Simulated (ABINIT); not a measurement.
Set up this calculation in ABINIT 10.8.3 (patched build), as the native input.

```yaml
Task: band structure
Functional: RPBE
Potentials_or_basis: JTH PAW PBE v2.0
Cutoff: 408 eV
k_mesh: 10 × 10 × 10
Occupations: fermi-dirac, width 0.05 eV
Spin: no spin polarisation
Fine-grid_cutoff: 816.342 eV
Exchange_and_correlation_inside_the_PAW_spheres: full angular mesh (pawxcdev 0, this build's default; the released program takes 1)
```

BAs:

```
As B
1.0
     0.00000    2.38850    2.38850
     2.38850    0.00000    2.38850
     2.38850    2.38850    0.00000
As B
1 1
Direct
  0.75000 0.75000 0.75000
  0.00000 0.00000 0.00000
```

The input as run:

run.abi

```
# Datasets: ground state, then fixed potential
ndtset 2

# Pseudopotentials
pp_dirpath "./"
pseudos "As.GGA_PBE-JTH.xml, B.GGA_PBE-JTH.xml"

# Structure
acell 6.3832096775 6.3832096775 6.3832096775
rprim
     0.0000000000     0.7071067812     0.7071067812
     0.7071067812     0.0000000000     0.7071067812
     0.7071067812     0.7071067812     0.0000000000
ntypat 2
znucl 33 5
natom 2
typat 1 2
xcart
     3.5827500000     3.5827500000     3.5827500000
     0.0000000000     0.0000000000     0.0000000000 Angstrom

# Plane-wave basis
ecut 15.0
pawecutdg 30.0

# Exchange and correlation
ixc 15

# Bands and occupations
occopt 3
tsmear 0.00183747

# SCF cycle
nstep 100

# Output
iomode 3
prtwf 0
prteig 0
prtebands 0
prtden1 1
prtvha1 1
prtvclmb1 1
prtpot1 1

# Dataset 1
kptopt1 1
ngkpt1 10 10 10
nshiftk1 1
shiftk1 0.0 0.0 0.0
nband1 13
tolvrs1 1.0e-9

# Dataset 2: bands along G-X-W-K-G-L-U-W-L-K
iscf2 -2
getden2 1
nband2 17
nbdbuf2 2
tolwfr2 1.0e-12
kptopt2 -9
ndivsm2 6
prteig2 1
kptbounds2
     0.0000000000     0.0000000000     0.0000000000
     0.5000000000     0.0000000000     0.5000000000
     0.5000000000     0.2500000000     0.7500000000
     0.3750000000     0.3750000000     0.7500000000
     0.0000000000     0.0000000000     0.0000000000
     0.5000000000     0.5000000000     0.5000000000
     0.6250000000     0.2500000000     0.6250000000
     0.5000000000     0.2500000000     0.7500000000
     0.5000000000     0.5000000000     0.5000000000
     0.3750000000     0.3750000000     0.7500000000
```

Potentials or basis: JTH PAW PBE v2.0.

The run is started by

```bash
$ abinit run.abi > log 2>&1
```

Results of the run:

The pressure is 5.5 GPa. The band gap on the k mesh is 1.21 eV, indirect (least direct gap 3.27 eV) and the band gap along the path is 1.22 eV, indirect (least direct gap 3.27 eV). The valence electrons inside the program's atomic spheres are As 12.80; B 1.78.

Caveat: the PAW data sets were made with another functional, which shifts forces and pressure a little.

Run time: 23 s on 1 thread of Arm Neoverse V2, on a shared host, peak memory 0.11 GiB.
